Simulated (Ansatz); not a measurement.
Rb under strains and displacements

All numbers below come from Ansatz 0.2.0, DFT PBE, scalar-relativistic, plane waves, PAW.

Settings: cutoff 420 eV, Γ-centred mesh 10×10×10 on the computed 1-atom cell, Gaussian smearing of 0.10 eV; no spin polarisation.

Reference cell:

```
CELL_PARAMETERS angstrom
-2.95451 2.95451 2.73085
2.95451 -2.95451 2.73085
2.95451 2.95451 -2.73085
ATOMIC_POSITIONS crystal
Rb 0.00000 0.00000 0.00000
```

Each variant moves atoms of this cell by the vectors given, if any (Å), and then applies a symmetric strain (tensor components, Cartesian axes). The reference cell isn't relaxed at this level. Energies are per atom at zero smearing, counted from the reference cell. Pressure is positive in compression.

1. strain (xx yy zz yz xz xy, %) -1.70 -1.70 -0.20 0.00 0.00 0.00
2. strain (xx yy zz yz xz xy, %) -4.69 -4.69 1.31 0.00 0.00 0.00
3. strain (xx yy zz yz xz xy, %) 0.19 0.19 -0.77 1.00 1.00 0.46
4. strain (xx yy zz yz xz xy, %) -0.17 -0.17 1.33 0.00 0.00 0.00
5. strain (xx yy zz yz xz xy, %) -5.48 -5.48 0.52 0.00 0.00 0.00
6. strain (xx yy zz yz xz xy, %) 2.44 2.44 8.44 0.00 0.00 0.00
7. strain (xx yy zz yz xz xy, %) -5.11 -5.11 3.89 0.00 0.00 0.00
8. strain (xx yy zz yz xz xy, %) -0.23 -0.23 1.27 0.00 0.00 0.00
9. strain (xx yy zz yz xz xy, %) -0.97 -0.97 0.53 0.00 0.00 0.00
10. strain (xx yy zz yz xz xy, %) 4.32 4.32 1.32 0.00 0.00 0.00
11. strain (xx yy zz yz xz xy, %) 2.32 2.32 -6.68 0.00 0.00 0.00
12. strain (xx yy zz yz xz xy, %) 3.70 3.70 5.20 0.00 0.00 0.00

The reference cell has pressure -0.11 GPa, largest force 0.000 eV/Å and gap none (metal).

Order the variants by energy, lowest first.

1 (-1.4 meV/atom), 9 (-0.8 meV/atom), 7 (-0.4 meV/atom), 3 (0.2 meV/atom), 2 (0.4 meV/atom), 8 (0.6 meV/atom), 4 (0.7 meV/atom), 5 (2.5 meV/atom), 11 (2.7 meV/atom), 10 (13.4 meV/atom), 12 (18.6 meV/atom), 6 (20.5 meV/atom). Neighbours within 1 meV/atom are level.

Order them by pressure, highest first.

5 (0.20 GPa), 2 (0.12 GPa), 7 (0.07 GPa), 1 (-0.02 GPa), 11 (-0.04 GPa), 9 (-0.08 GPa), 3 (-0.10 GPa), 8 (-0.13 GPa), 4 (-0.13 GPa), 10 (-0.30 GPa), 12 (-0.34 GPa), 6 (-0.35 GPa).